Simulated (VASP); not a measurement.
# CaO (Fm-3m) in VASP: further runs, part 2 of 2

VASP 6.6.1. Earlier steps stand in the parts before.

## (3) Band structure, PBE

File POSCAR:

```
CaO                                     
1.0
   -0.0000000000      2.3966028047      2.3966028047
    2.3966028047      0.0000000000      2.3966028047
    2.3966028047      2.3966028047      0.0000000000
  Ca              O             
     1     1
Direct
     0.0000000000000000    0.0000000000000000    0.0000000000000000
     0.5000000000000000    0.5000000000000000    0.5000000000000000
```

File INCAR.step1:

```
SYSTEM = CaO
ALGO = Normal
EDIFF = 1E-6
ENCUT = 520
GGA = PE
ISIF = 2
ISMEAR = 0
KPAR = 4
LASPH = .True.
LCHARG = .True.
LREAL = .False.
LWAVE = .False.
NELM = 100
PREC = Accurate
SIGMA = 0.02
```

File KPOINTS.step1:

```
k-points
0
Gamma
  10 10 10
  0 0 0
```

File INCAR.step2:

```
SYSTEM = CaO
ALGO = Normal
EDIFF = 1E-6
ENCUT = 520
GGA = PE
ICHARG = 11
ISIF = 2
ISMEAR = 0
KPAR = 4
LASPH = .True.
LCHARG = .False.
LREAL = .False.
LWAVE = .False.
NELM = 100
PREC = Accurate
SIGMA = 0.05
```

File KPOINTS.step2:

```
path GXWKGLUWLK,UX
15
line-mode
reciprocal
 0.0000000000  0.0000000000  0.0000000000  G
 0.5000000000  0.0000000000  0.5000000000  X

 0.5000000000  0.0000000000  0.5000000000  X
 0.5000000000  0.2500000000  0.7500000000  W

 0.5000000000  0.2500000000  0.7500000000  W
 0.3750000000  0.3750000000  0.7500000000  K

 0.3750000000  0.3750000000  0.7500000000  K
 0.0000000000  0.0000000000  0.0000000000  G

 0.0000000000  0.0000000000  0.0000000000  G
 0.5000000000  0.5000000000  0.5000000000  L

 0.5000000000  0.5000000000  0.5000000000  L
 0.6250000000  0.2500000000  0.6250000000  U

 0.6250000000  0.2500000000  0.6250000000  U
 0.5000000000  0.2500000000  0.7500000000  W

 0.5000000000  0.2500000000  0.7500000000  W
 0.5000000000  0.5000000000  0.5000000000  L

 0.5000000000  0.5000000000  0.5000000000  L
 0.3750000000  0.3750000000  0.7500000000  K

 0.6250000000  0.2500000000  0.6250000000  U
 0.5000000000  0.0000000000  0.5000000000  X
```

Potentials or basis: VASP PAW PBE potentials, release 64 (Ca_sv, O).

Started as:

```sh
> cat potpaw_PBE.64/Ca_sv/POTCAR potpaw_PBE.64/O/POTCAR > POTCAR
> cp INCAR.step1 INCAR
> cp KPOINTS.step1 KPOINTS
> mpirun -np 4 vasp_std > vasp.out
> cp INCAR.step2 INCAR
> cp KPOINTS.step2 KPOINTS
> mpirun -np 4 vasp_std > vasp.out
```

OUTCAR:

```text
SYSTEM = CaO
   EDIFF = 1E-6
   ENCUT = 520
   GGA = PE
   ICHARG = 11
   ISIF = 2
   ISMEAR = 0
   LASPH = .True.
   LREAL = .False.
   NELM = 100
   PREC = Accurate

 ion  position               nearest neighbor table
   1  0.000  0.000  0.000-   2 2.40   2 2.40   2 2.40   2 2.40   2 2.40   2 2.40
   2  0.500  0.500  0.500-   1 2.40   1 2.40   1 2.40   1 2.40   1 2.40   1 2.40

  LATTYP: Found a face centered cubic cell.
 ALAT       =     4.7932056094

  Lattice vectors:

 A1 = (   0.0000000000,   2.3966028047,   2.3966028047)
 A2 = (   2.3966028047,   0.0000000000,   2.3966028047)
 A3 = (   2.3966028047,   2.3966028047,   0.0000000000)

Analysis of symmetry for initial positions (statically):
=====================================================================
 Subroutine PRICEL returns:
 Original cell was already a primitive cell.

 Routine SETGRP: Setting up the symmetry group for a
 face centered cubic supercell.

 Subroutine GETGRP returns: Found 48 space group operations
 (whereof 48 operations were pure point group operations)
 out of a pool of 48 trial point group operations.

The static configuration has the point symmetry O_h .

Analysis of symmetry for dynamics (positions and initial velocities):
[... 161 lines left out ...]
 k-point     1 :       0.0000    0.0000    0.0000
  band No.  band energies     occupation
      1     -35.2063      2.00000
      2     -15.9641      2.00000
      3     -15.9641      2.00000
      4     -15.9641      2.00000
      5     -13.1518      2.00000
      6       2.3966      2.00000
      7       2.3966      2.00000
      8       2.3966      2.00000
      9       7.1770      0.00000
     10       8.6426      0.00000
     11       8.6426      0.00000
     12       8.6426      0.00000
[... 331 lines left out ...]
 k-point    24 :       0.5000    0.1429    0.6429
  band No.  band energies     occupation
      1     -35.0671      2.00000
      2     -16.5121      2.00000
      3     -16.3314      2.00000
      4     -16.2723      2.00000
      5     -12.6627      2.00000
      6       1.1600      2.00000
      7       1.4373      2.00000
      8       1.6714      2.00000
      9       7.1021      0.00000
     10      10.4798      0.00000
     11      10.7596      0.00000
     12      11.9913      0.00000

 [... further k-points ...]
[... 5 lines left out ...]
  --------------------------------------------------------------------------------------
  -------------------------------------------------------------------------------------
  Total        2.6279865      2.6279865      2.6279865      0.0000000      0.0000000      0.0000000
  in kB      152.9380437    152.9380437    152.9380437      0.0000000      0.0000000      0.0000000
  external PRESSURE =     152.9380437 kB  Pullay stress =       0.0000000 kB

 VOLUME and BASIS-vectors are now :
 -----------------------------------------------------------------------------
  energy-cutoff  :      520.00
  volume of cell :       27.53
      direct lattice vectors                 reciprocal lattice vectors
     0.000000000  2.396602805  2.396602805    -0.208628647  0.208628647  0.208628647
     2.396602805  0.000000000  2.396602805     0.208628647 -0.208628647  0.208628647
     2.396602805  2.396602805  0.000000000     0.208628647  0.208628647 -0.208628647

 POSITION                                       TOTAL-FORCE (eV/Angst)
 -----------------------------------------------------------------------------------
      0.00000      0.00000      0.00000         0.000000     -0.000000      0.000000
      2.39660      2.39660      2.39660        -0.000000      0.000000     -0.000000
 -----------------------------------------------------------------------------------
    total drift:                                0.000000      0.000000      0.000000

  FREE ENERGIE OF THE ION-ELECTRON SYSTEM (eV)
  ---------------------------------------------------
  free  energy   TOTEN  =       -12.4442156076 eV

  energy  without entropy=      -12.4442156076  energy(sigma->0) =      -12.44421561
```

OSZICAR.step1:

```text
N       E                     dE             d eps       ncg     rms          rms(c)
DAV:   1     0.132594621679E+03    0.13259E+03   -0.87204E+03  1128   0.136E+03
DAV:   2    -0.762590716198E+01   -0.14022E+03   -0.13221E+03  1332   0.340E+02
DAV:   3    -0.142746470128E+02   -0.66487E+01   -0.66033E+01  1416   0.770E+01
DAV:   4    -0.145077109030E+02   -0.23306E+00   -0.23291E+00  1648   0.129E+01
DAV:   5    -0.145097827044E+02   -0.20718E-02   -0.20717E-02  1372   0.142E+00    0.857E+00
DAV:   6    -0.128370344663E+02    0.16727E+01   -0.86569E+00  1300   0.276E+01    0.361E+00
DAV:   7    -0.127978093432E+02    0.39225E-01   -0.71166E-01  1536   0.832E+00    0.174E+00
DAV:   8    -0.127988127666E+02   -0.10034E-02   -0.83432E-02  1224   0.328E+00    0.442E-01
DAV:   9    -0.127965605337E+02    0.22522E-02   -0.26324E-02  1420   0.135E+00    0.137E-01
DAV:  10    -0.127969800876E+02   -0.41955E-03   -0.23066E-03  1188   0.485E-01    0.263E-02
DAV:  11    -0.127970362954E+02   -0.56208E-04   -0.38474E-04  1576   0.163E-01    0.308E-02
DAV:  12    -0.127970202894E+02    0.16006E-04   -0.65639E-05  1328   0.881E-02    0.442E-03
DAV:  13    -0.127970202580E+02    0.31378E-07   -0.41693E-06  1440   0.207E-02
   1 F= -.12797020E+02 E0= -.12797020E+02  d E =-.105848E-51
```

It took 16 s on 4 MPI ranks of Intel Xeon 6975P-C (Granite Rapids), shared host; peak memory 0.18 GiB.

What came out:

```
Band gap on the k mesh  : 3.63 eV, indirect (least direct gap 4.01 eV)
Band gap along the path : 3.63 eV, indirect (least direct gap 4.01 eV)
```

Levels at the corners of the path, in eV from the valence-band top:
```tsv
point	band 6	band 7	band 8	band 9	band 10	band 11
Γ	0.00	0.00	0.00	4.78	6.25	6.25
X	-1.30	-0.37	-0.37	3.63	8.10	8.94
X	-1.30	-0.37	-0.37	3.63	8.10	8.94
W	-1.30	-1.06	-1.06	6.34	6.34	8.44
W	-1.30	-1.06	-1.06	6.34	6.34	8.44
K	-1.35	-1.21	-0.79	5.15	8.04	8.62
K	-1.35	-1.21	-0.79	5.15	8.04	8.62
Γ	0.00	0.00	0.00	4.78	6.25	6.25
Γ	0.00	0.00	0.00	4.78	6.25	6.25
L	-2.66	-1.22	-1.22	7.09	8.40	8.40
L	-2.66	-1.22	-1.22	7.09	8.40	8.40
U	-1.35	-1.21	-0.79	5.15	8.04	8.62
U	-1.35	-1.21	-0.79	5.15	8.04	8.62
W	-1.30	-1.06	-1.06	6.34	6.34	8.44
W	-1.30	-1.06	-1.06	6.34	6.34	8.44
L	-2.66	-1.22	-1.22	7.09	8.40	8.40
L	-2.66	-1.22	-1.22	7.09	8.40	8.40
K	-1.35	-1.21	-0.79	5.15	8.04	8.62
U	-1.35	-1.21	-0.79	5.15	8.04	8.62
X	-1.30	-0.37	-0.37	3.63	8.10	8.94
```

Caveat: the log is that of the step along the path at fixed density, whose energy, stress, charges and moments have no meaning. As with any semilocal functional, this PBE gap is likely too small.
